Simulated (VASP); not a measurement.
# Al2O3 (Pnnm) in VASP: further runs

Aim: see how the results for Al2O3 move with the level of theory and the settings. Levels: LAK, PBE. Tasks: band structure, dielectric tensor, optical spectrum, density of states.

Program: VASP 6.6.1. These are calculated values, not measurements. Logs are shortened: lines on timing, memory, paths and dates and some standing lists are left out, and cuts for length are marked.

**1. The structure**

It takes space group Pnnm (No. 58, orthorhombic). Conventional cell: a = 4.614 Å, b = 9.563 Å, c = 3.120 Å, α = 90.00°, β = 90.00°, γ = 90.00°. Al (site symmetry m) has 4 O at 1.68 to 1.82 Å as nearest neighbours. Around O (site symmetry 2/m) lie 2 Al at 1.68 Å. Around O (site symmetry m) lie 3 Al at 1.82 Å.

Measurements of this composition are mostly on another form, of space group No. 167.

**2. Band structure, LAK**

Contents of INCAR:

```
  PREC = Accurate
  ENCUT = 520
  EDIFF = 1E-7
  ISMEAR = -1
  SIGMA = 0.05
  LREAL = False
  LASPH = True
  NELM = 100
  ALGO = Normal
  ISIF = 2
  LWAVE = False
  LCHARG = False
  METAGGA = LAK
  LMIXTAU = True
```

Contents of KPOINTS:

```
Automatic mesh
0
Gamma
  6 3 9
```

Contents of POSCAR:

```
Al2O3
1.0
    4.6137770000      0.0000000000      0.0000000000
    0.0000000000      9.5632790000      0.0000000000
    0.0000000000      0.0000000000      3.1198620000
Al O
4 6
Direct
    0.9829750000      0.8245730000      0.0000000000
    0.0170250000      0.1754270000      0.0000000000
    0.4829750000      0.6754270000      0.5000000000
    0.5170250000      0.3245730000      0.5000000000
    0.5000000000      0.5000000000      0.5000000000
    0.1236350000      0.7530500000      0.5000000000
    0.3763650000      0.2530500000      0.0000000000
    0.6236350000      0.7469500000      0.0000000000
    0.0000000000      0.0000000000      0.0000000000
    0.8763650000      0.2469500000      0.5000000000
```

Contents of KPOINTS_OPT:

```
path GXSYGZURTZ,YT,UX,SR
10
line-mode
reciprocal
 0.0000000000  0.0000000000  0.0000000000  G
 0.0000000000  0.0000000000  0.5000000000  X

 0.0000000000  0.0000000000  0.5000000000  X
 0.5000000000  0.0000000000  0.5000000000  S

 0.5000000000  0.0000000000  0.5000000000  S
 0.5000000000  0.0000000000  0.0000000000  Y

 0.5000000000  0.0000000000  0.0000000000  Y
 0.0000000000  0.0000000000  0.0000000000  G

 0.0000000000  0.0000000000  0.0000000000  G
 0.0000000000  0.5000000000  0.0000000000  Z

 0.0000000000  0.5000000000  0.0000000000  Z
 0.0000000000  0.5000000000  0.5000000000  U

 0.0000000000  0.5000000000  0.5000000000  U
 0.5000000000  0.5000000000  0.5000000000  R

 0.5000000000  0.5000000000  0.5000000000  R
 0.5000000000  0.5000000000  0.0000000000  T

 0.5000000000  0.5000000000  0.0000000000  T
 0.0000000000  0.5000000000  0.0000000000  Z

 0.5000000000  0.0000000000  0.0000000000  Y
 0.5000000000  0.5000000000  0.0000000000  T

 0.0000000000  0.5000000000  0.5000000000  U
 0.0000000000  0.0000000000  0.5000000000  X

 0.5000000000  0.0000000000  0.5000000000  S
 0.5000000000  0.5000000000  0.5000000000  R
```

Potentials or basis: VASP PAW PBE potentials, release 64 (Al, O).

Started as:

```sh
$ cat potpaw_PBE.64/Al/POTCAR potpaw_PBE.64/O/POTCAR > POTCAR
$ mpirun -np 1 vasp_std > vasp.out
```

OUTCAR:

```text
PREC = Accurate
   ENCUT = 520
   EDIFF = 1E-7
   ISMEAR = -1
   LREAL = False
   LASPH = True
   NELM = 100
   ISIF = 2
   METAGGA = LAK

 ion  position               nearest neighbor table
   1  0.983  0.825  0.000-   9 1.68   8 1.82   6 1.82   6 1.82   3 3.13   3 3.13   3 3.13   3 3.13
                             2 3.36
   2  0.017  0.175  0.000-   9 1.68   7 1.82  10 1.82  10 1.82   4 3.13   4 3.13   4 3.13   4 3.13
                             1 3.36
   3  0.483  0.675  0.500-   5 1.68   6 1.82   8 1.82   8 1.82   1 3.13   1 3.13   1 3.13   1 3.13
                             4 3.36
   4  0.517  0.325  0.500-   5 1.68  10 1.82   7 1.82   7 1.82   2 3.13   2 3.13   2 3.13   2 3.13
                             3 3.36
   5  0.500  0.500  0.500-   3 1.68   4 1.68
   6  0.124  0.753  0.500-   3 1.82   1 1.82   1 1.82
   7  0.376  0.253  0.000-   2 1.82   4 1.82   4 1.82
   8  0.624  0.747  0.000-   1 1.82   3 1.82   3 1.82
   9  0.000  0.000  0.000-   1 1.68   2 1.68
  10  0.876  0.247  0.500-   4 1.82   2 1.82   2 1.82

  LATTYP: Found a simple orthorhombic cell.
 ALAT       =     3.1198620000
 B/A-ratio  =     1.4788400897
 C/A-ratio  =     3.0652891057

  Lattice vectors:

 A1 = (   0.0000000000,   0.0000000000,   3.1198620000)
 A2 = (   4.6137770000,   0.0000000000,   0.0000000000)
 A3 = (   0.0000000000,   9.5632790000,   0.0000000000)

Analysis of symmetry for initial positions (statically):
=====================================================================
 Subroutine PRICEL returns:
 Original cell was already a primitive cell.

 Routine SETGRP: Setting up the symmetry group for a
 simple orthorhombic supercell.

 Subroutine GETGRP returns: Found  8 space group operations
 (whereof  4 operations were pure point group operations)
 out of a pool of  8 trial point group operations.

The static configuration has the point symmetry C_2h.
 The point group associated with its full space group is D_2h.

Analysis of symmetry for dynamics (positions and initial velocities):
=====================================================================
 Subroutine PRICEL returns:
 Original cell was already a primitive cell.

 Routine SETGRP: Setting up the symmetry group for a
 simple orthorhombic supercell.

 Subroutine GETGRP returns: Found  8 space group operations
 (whereof  4 operations were pure point group operations)
 out of a pool of  8 trial point group operations.

The dynamic configuration has the point symmetry C_2h.
 The point group associated with its full space group is D_2h.

 Subroutine INISYM returns: Found  8 space group operations
 (whereof  4 operations are pure point group operations),
 and found     1 'primitive' translations

----------------------------------------------------------------------------------------

                                     Primitive cell

  volume of cell :     137.6572

  direct lattice vectors                    reciprocal lattice vectors
     4.613777000  0.000000000  0.000000000     0.216742162  0.000000000  0.000000000
     0.000000000  9.563279000  0.000000000     0.000000000  0.104566645  0.000000000
     0.000000000  0.000000000  3.119862000     0.000000000  0.000000000  0.320526998

  length of vectors
     4.613777000  9.563279000  3.119862000     0.216742162  0.104566645  0.320526998

  position of ions in fractional coordinates (direct lattice)
     0.982975000  0.824573000  0.000000000
     0.017025000  0.175427000  0.000000000
     0.482975000  0.675427000  0.500000000
     0.517025000  0.324573000  0.500000000
     0.500000000  0.500000000  0.500000000
     0.123635000  0.753050000  0.500000000
     0.376365000  0.253050000  0.000000000
     0.623635000  0.746950000  0.000000000
     0.000000000  0.000000000  0.000000000
     0.876365000  0.246950000  0.500000000

  ion indices of the primitive-cell ions
   primitive index   ion index
                 1           1
                 2           2
                 3           3
                 4           4
                 5           5
                 6           6
                 7           7
                 8           8
                 9           9
                10          10

----------------------------------------------------------------------------------------

 KPOINTS: Automatic mesh

Automatic generation of k-mesh.
 Grid dimensions read from file:
 generate k-points for:    6    3    9

 Generating k-lattice:

  Cartesian coordinates                     Fractional coordinates (reciprocal lattice)
     0.036123694  0.000000000  0.000000000     0.166666667  0.000000000  0.000000000
     0.000000000  0.034855548  0.000000000     0.000000000  0.333333333  0.000000000
     0.000000000  0.000000000  0.035614111     0.000000000  0.000000000  0.111111111

  Length of vectors
     0.036123694  0.034855548  0.035614111

  Shift w.r.t. Gamma in fractional coordinates (k-lattice)
     0.000000000  0.000000000  0.000000000

 Subroutine IBZKPT returns following result:
 ===========================================

 Found     40 irreducible k-points:

 Following reciprocal coordinates:
            Coordinates               Weight
  0.000000  0.000000  0.000000      1.000000
  0.166667  0.000000  0.000000      2.000000
  0.333333  0.000000  0.000000      2.000000
  0.500000  0.000000  0.000000      1.000000
  0.000000  0.333333  0.000000      2.000000
  0.166667  0.333333  0.000000      4.000000
[... 16 lines left out ...]
  0.333333  0.333333  0.222222      8.000000
  0.500000  0.333333  0.222222      4.000000
 [... further k-points ...]
   k-points           NKPTS =     40   k-points in BZ     NKDIM =     40   number of bands    NBANDS=     30
   number of dos      NEDOS =    301   number of ions     NIONS =     10
   total plane-waves  NPLWV =  62208
   dimension x,y,z NGX =    36 NGY =   72 NGZ =   24
   dimension x,y,z NGXF=    72 NGYF=  144 NGZF=   48
   ions per type =               4   6
   NGX,Y,Z   is equivalent  to a cutoff of  12.97, 12.52, 12.79 a.u.
   NGXF,Y,Z  is equivalent  to a cutoff of  25.94, 25.03, 25.58 a.u.
 SYSTEM =  unknown system
   PREC   = accura    normal or accurate (medium, high low for compatibility)
   ISTART =      0    job   : 0-new  1-cont  2-samecut
   ICHARG =      2    charge: 1-file 2-atom 10-const
   ISPIN  =      1    spin polarized calculation?
   LNONCOLLINEAR =      F non collinear calculations
   LSORBIT =      F    spin-orbit coupling
   LASPH  =      T    aspherical Exc in radial PAW
   ENCUT  =  520.0 eV  38.22 Ry    6.18 a.u.   8.58 17.78  5.80*2*pi/ulx,y,z
   NELM   =    100;   NELMIN=  2; NELMDL= -5     # of ELM steps
   EDIFF  = 0.1E-06   stopping-criterion for ELM
   LREAL  =      F    real-space projection
   EDIFFG = 0.1E-05   stopping-criterion for IOM
   NSW    =      0    number of steps for IOM
   IBRION =     -1    ionic relax: 0-MD 1-quasi-New 2-CG
   NFREE  =      0    steps in history (QN), initial steepest desc. (CG)
   ISIF   =      2    stress and relaxation
   ISYM   =      2    0-nonsym 1-usesym 2-fastsym
   POTIM  = 0.5000    time-step for ionic-motion
   TEBEG  =    0.0;   TEEND  =   0.0 temperature during run
   PSTRESS=    0.0 pullay stress
   NELECT =      48.0000    total number of electrons
   NUPDOWN=      -1.0000    fix difference up-down
   EMIN   =  10.00;   EMAX   =-10.00  energy-range for DOS
   EFERMI =   0.00;   METHOD = LEGACY
   ISMEAR =    -1;   SIGMA  =   0.05  broadening in eV -4-tet -1-fermi 0-gaus
   EFERMI_NEDOS =   21; number of points for ismear=-14 and -15
   IALGO  =     38    algorithm
   IMIX   =      4    mixing-type and parameters
     AMIX     =   0.40;   BMIX     =  1.00
     AMIX_MAG =   1.60;   BMIX_MAG =  1.00
  volume/ion in A,a.u.               =      13.77        92.90
  Fermi-wavevector in a.u.,A,eV,Ry     =   1.152274  2.177482 18.064926  1.327735
  Thomas-Fermi vector in A             =   2.288926
   LORBIT       =      0    0 simple, 1 ext, 2 COOP (PROOUT), +10 PAW based schemes
   METAGGA = LAK    functional components
   LHFCALC =     F    Hartree Fock is set to
   AEXX    =    0.0000 exact exchange contribution
   IVDW    =     0    specifies the selected vdW correction
   LEPSILON=     F    determine dielectric tensor
   LRPA    =     F    only Hartree local field effects (RPA)
 non-spin polarized calculation
  energy-cutoff  :      520.00
  volume of cell :      137.66
 maximum number of plane-waves:      3737
 NGX is ok and might be reduce to    36
   NGX = 17   NGY = 35   NGZ = 11

 number of electron      48.0000028 magnetization

 Free energy of the ion-electron system (eV)
  ---------------------------------------------------
  ext. energy  EPLUGINS =         0.00000000
  ---------------------------------------------------
  free energy    TOTEN  =       -71.49508779 eV

  energy without entropy =      -71.49508779  energy(sigma->0) =      -71.49508779

 E-fermi :   2.6548     XC(G=0):  -9.2369

 val. band max:        1.5123663179   @ k =   0.0000   0.0000   0.0000
 cond. band min:       5.5226010908   @ k =   0.0000   0.0000   0.0000
 fundamental gap:      4.0102347729
 Fermi energy:         2.6548027571

 k-point     1 :       0.0000    0.0000    0.0000
  band No.  band energies     occupation
      1     -18.9015      2.00000
      2     -18.8364      2.00000
      3     -17.6808      2.00000
      4     -17.6593      2.00000
      5     -16.3249      2.00000
      6     -16.2295      2.00000
[... 22 lines left out ...]
     29       9.4102      0.00000
     30      10.4216      0.00000

 k-point     2 :       0.1667    0.0000    0.0000
  band No.  band energies     occupation
      1     -18.8303      2.00000
      2     -18.7664      2.00000
      3     -17.7772      2.00000
      4     -17.7485      2.00000
      5     -16.3136      2.00000
      6     -16.2327      2.00000
[... 718 lines left out ...]
 k-point    24 :       0.5000    0.3333    0.2222
  band No.  band energies     occupation
      1     -18.1929      2.00000
      2     -18.1929      2.00000
      3     -18.1577      2.00000
      4     -18.1577      2.00000
      5     -16.2049      2.00000
      6     -16.2049      2.00000
[... 22 lines left out ...]
     29      10.7230      0.00000
     30      10.7230      0.00000

 [... further k-points ...]

------------------------ aborting loop because EDIFF is reached ----------------------------------------

  FORCE on cell =-STRESS in cart. coord.  units (eV):
  Direction    XX          YY          ZZ          XY          YZ          ZX
  --------------------------------------------------------------------------------------
  -------------------------------------------------------------------------------------
  Total       -1.3182834     -1.6226603     -5.8744116      0.0000000      0.0000000      0.0000000
  in kB      -15.3433633    -18.8859738    -68.3716627      0.0000000      0.0000000      0.0000000
  external PRESSURE =     -34.2003333 kB  Pullay stress =       0.0000000 kB

 VOLUME and BASIS-vectors are now :
 -----------------------------------------------------------------------------
  energy-cutoff  :      520.00
  volume of cell :      137.66
      direct lattice vectors                 reciprocal lattice vectors
     4.613777000  0.000000000  0.000000000     0.216742162  0.000000000  0.000000000
     0.000000000  9.563279000  0.000000000     0.000000000  0.104566645  0.000000000
     0.000000000  0.000000000  3.119862000     0.000000000  0.000000000  0.320526998

 POSITION                                       TOTAL-FORCE (eV/Angst)
 -----------------------------------------------------------------------------------
      4.53523      7.88562      0.00000        -0.112213     -0.070948      0.000000
      0.07855      1.67766      0.00000         0.112213      0.070948      0.000000
      2.22834      6.45930      1.55993        -0.112213      0.070948     -0.000000
      2.38544      3.10398      1.55993         0.112213     -0.070948      0.000000
      2.30689      4.78164      1.55993        -0.000000      0.000000      0.000000
      0.57042      7.20163      1.55993         0.225485      0.005259     -0.000000
      1.73646      2.41999      0.00000        -0.225485      0.005259      0.000000
      2.87731      7.14329      0.00000         0.225485     -0.005259     -0.000000
      0.00000      0.00000      0.00000        -0.000000      0.000000      0.000000
      4.04335      2.36165      1.55993        -0.225485     -0.005259      0.000000
 -----------------------------------------------------------------------------------
    total drift:                                0.000000     -0.000000     -0.000000

  FREE ENERGIE OF THE ION-ELECTRON SYSTEM (eV)
  ---------------------------------------------------
  free  energy   TOTEN  =       -71.4950877864 eV

  energy  without entropy=      -71.4950877864  energy(sigma->0) =      -71.49508779
```

Wall time 15 min (1 thread of Intel Xeon Platinum 8488C (Sapphire Rapids), shared host); peak memory 0.37 GiB.

Results:

```
Free energy             : -71.4951 eV
Pressure                : -3.4 GPa
Largest force           : 0.226 eV/Å
Band gap on the k mesh  : 4.01 eV, direct
Band gap along the path : 4.01 eV, direct
```

Forces on the atoms (eV/Å):
```
Al  -0.112 -0.071  0.000
Al   0.112  0.071  0.000
Al  -0.112  0.071  0.000
Al   0.112 -0.071  0.000
O    0.000  0.000  0.000
O    0.225  0.005  0.000
O   -0.225  0.005  0.000
O    0.225 -0.005  0.000
O    0.000  0.000  0.000
O   -0.225 -0.005  0.000
```

Levels at the corners of the path, in eV from the valence-band top:
```tsv
point	band 22	band 23	band 24	band 25	band 26	band 27
Γ	-0.53	-0.06	0.00	4.01	5.96	6.46
X	-1.09	-0.71	-0.71	8.45	8.45	8.62
X	-1.09	-0.71	-0.71	8.45	8.45	8.62
S	-1.23	-0.57	-0.57	7.48	7.48	8.92
S	-1.23	-0.57	-0.57	7.48	7.48	8.92
Y	-0.90	-0.02	-0.02	6.59	6.59	7.37
Y	-0.90	-0.02	-0.02	6.59	6.59	7.37
Γ	-0.53	-0.06	0.00	4.01	5.96	6.46
Γ	-0.53	-0.06	0.00	4.01	5.96	6.46
Z	-0.74	-0.03	-0.03	4.73	4.73	7.36
Z	-0.74	-0.03	-0.03	4.73	4.73	7.36
U	-1.15	-0.62	-0.62	8.48	8.48	8.52
U	-1.15	-0.62	-0.62	8.48	8.48	8.52
R	-1.06	-0.73	-0.73	7.63	7.63	9.07
R	-1.06	-0.73	-0.73	7.63	7.63	9.07
T	-0.83	-0.02	-0.02	6.85	6.85	6.91
T	-0.83	-0.02	-0.02	6.85	6.85	6.91
Z	-0.74	-0.03	-0.03	4.73	4.73	7.36
Y	-0.90	-0.02	-0.02	6.59	6.59	7.37
T	-0.83	-0.02	-0.02	6.85	6.85	6.91
U	-1.15	-0.62	-0.62	8.48	8.48	8.52
X	-1.09	-0.71	-0.71	8.45	8.45	8.62
S	-1.23	-0.57	-0.57	7.48	7.48	8.92
R	-1.06	-0.73	-0.73	7.63	7.63	9.07
```

Caveat: the PAW data sets were made with another functional, which shifts forces and pressure a little.

[end of part 1 of 3]
